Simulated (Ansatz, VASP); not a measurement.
# Two plane-wave programs on NaCl

File INCAR:

```
PREC = Accurate
ENCUT = 520
EDIFF = 1E-7
ISMEAR = 0
SIGMA = 0.05
LREAL = False
LASPH = True
NELM = 100
ALGO = Normal
ISIF = 2
LWAVE = False
LCHARG = False
GGA = CA
NBANDS = 14
```

KPOINTS

```
regular mesh
0
Gamma
  6 6 6
```

POSCAR

```
NaCl
1.0
    3.6422776000      0.0000000000      0.0000000000
    0.0000000000      3.6422776000      0.0000000000
    0.0000000000      0.0000000000      3.2220148000
Na Cl
1 1
Direct
    0.0000000000      0.0000000000      0.0000000000
    0.5000000000      0.5000000000      0.5000000000
```

Input for Ansatz:

```yaml
crystal:
  lattice:
    - [3.6422776, 0.0, 0.0]
    - [0.0, 3.6422776, 0.0]
    - [0.0, 0.0, 3.2220148]
  atoms:
    - { symbol: Na, position: [0.0, 0.0, 0.0] }
    - { symbol: Cl, position: [0.5, 0.5, 0.5] }
basis:
  ecutwfc: 420
kpoints:
  mp_grid: { grid: [6, 6, 6] }
hamiltonian:
  xc: lda
scf:
  occupations: { method: gaussian, width: 0.05 }
output:
  forces: true
  stress: true
  eigenvalues: true
```

Change from the starting cell: strain +0.040 along x and y, -0.080 along z, atoms carried along.

Alike in both runs: task single point; functional LDA; k mesh 6 × 6 × 6; occupations gaussian, width 0.05 eV; no spin polarisation.

|  | VASP | Ansatz |
| --- | --- | --- |
| version | VASP 6.6.1 | Ansatz 0.2.0 |
| potentials or method | VASP PAW LDA potentials, release 64 (Na_pv, Cl) | scalar-relativistic, plane waves, PAW |
| plane-wave cutoff (eV) | 520 | 420 |
| valence electrons in the cell | 14 | 16 |

Ansatz gave:

| Item | Value |
| --- | --- |
| gap on the k mesh at the Fermi level (eV) | 2.84 |
| least direct gap on the mesh (eV) | 3.16 |
| pressure (GPa) | -2.6 |
| largest component of the traceless stress (GPa) | 6.41 |

Question: Which values does VASP return?

Answer: gap on the k mesh at the Fermi level (eV): 2.84; least direct gap on the mesh (eV): 3.17; pressure (GPa): -2.6; largest component of the traceless stress (GPa): 6.42.

The two sets of potentials don't hold the same shells in valence.

A k mesh can miss the band edges.
